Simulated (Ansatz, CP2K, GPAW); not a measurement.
# One calculation of CdSe, 4 ways

```xyz
2
Lattice="4.3420 0.0000 0.0000 2.1710 3.7603 0.0000 2.1710 1.2534 3.5452" Properties=species:S:1:pos:R:3 pbc="T T T"
Cd    0.0000    0.0000    0.0000
Se    2.1710    1.2534    0.8863
```

The cell is a database's computed one, not the measured one.

Alike in all runs: task single point; functional PBE; k mesh 8 × 8 × 8; occupations gaussian, width 0.1 eV; no spin polarisation; no spin-orbit coupling. Pressure is positive in compression and, in plane waves, holds the error of the finite cutoff, which Ansatz's Pulay term estimates and takes out.

```tsv
program and potentials	plane-wave cutoff (eV)	notes	band gap (eV)	pressure (GPa)
Ansatz, Ansatz PAW	420	18 valence electrons an atom on average; Pulay term of +0.03 GPa included	0.55	1.29
GPAW, GPAW PAW data sets (gpaw-data 1.2.1)	600	9 valence electrons an atom on average	0.54	1.07
Ansatz, all-electron LAPW, scalar-relativistic	-	-	0.55	1.30
CP2K, POTENTIAL_UZH Cd GTH-PBE-q12, Se GTH-PBE-q6; TZVP-MOLOPT-PBE-GTH basis	-	atomic basis; 9 valence electrons an atom on average	0.55	1.78
```

The band gap spans 0.54 (GPAW, GPAW PAW data sets (gpaw-data 1.2.1)) to 0.55 eV (Ansatz, all-electron LAPW, scalar-relativistic), with all-electron results at 0.55. The pressure spans 1.07 (GPAW, GPAW PAW data sets (gpaw-data 1.2.1)) to 1.78 GPa (CP2K, POTENTIAL_UZH Cd GTH-PBE-q12, Se GTH-PBE-q6; TZVP-MOLOPT-PBE-GTH basis), with all-electron results at 1.30. Spin-orbit coupling, left out here, moves the band edges of heavy atoms. Rows in atomic bases carry the error of their basis and grid, which can be large.

Differences between rows come from potentials, basis sets and numerical settings, since the functional is the same but for its coding. Runs on potential files found faulty are left out.
